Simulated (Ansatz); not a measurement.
What each level gives and costs: LaAlO₃ (Pm-3m, 5 atoms in the cell)

```
CELL_PARAMETERS angstrom
      3.69783     0.00000     0.00000
      0.00000     3.69783     0.00000
      0.00000     0.00000     3.69783
ATOMIC_POSITIONS crystal
  La 0.50000 0.50000 0.50000
  Al 0.00000 0.00000 0.00000
  O  0.00000 0.50000 0.00000
  O  0.50000 0.00000 0.00000
  O  0.00000 0.00000 0.50000
```

Program: Ansatz (a quantum-chemistry and plane-wave program), default PAW files made with PBE; each row names its functional.

Base settings: basis.ecutwfc = 30.9 Ry; kpoints.mp_grid.grid = 7 7 7; hamiltonian.xc = pbe0; hamiltonian.pseudopotentials = {kind: paw} (the program's default PAW files); scf.occupations.method = fixed.

Differences are taken from PBE0, a reference of convenience: it is no measurement, and no ranking of the functionals follows.

Core times come from one kind of shared machine and are given to one figure; runs under 30 s give none.

The starting cell comes from a database of computed structures (which also holds hypothetical and non-ambient phases and stackings), without a prior relaxation at this level. Its lattice was rescaled by a random factor within 2.5 % of one. In the base run, with a pressure of about 15 GPa the cell is away from its equilibrium volume at this level. Ansatz's pressure includes its estimate of the finite-basis (Pulay) stress.

```tsv
level	pressure less reference (GPa)	core time / reference (rough)
PBE	5.86	–
HSE06	-0.21	0.9
PBE0	0.00	1
```

PBE ran in under 30 s, against roughly 200 s for PBE0.

Keys are those of Ansatz 0.2.
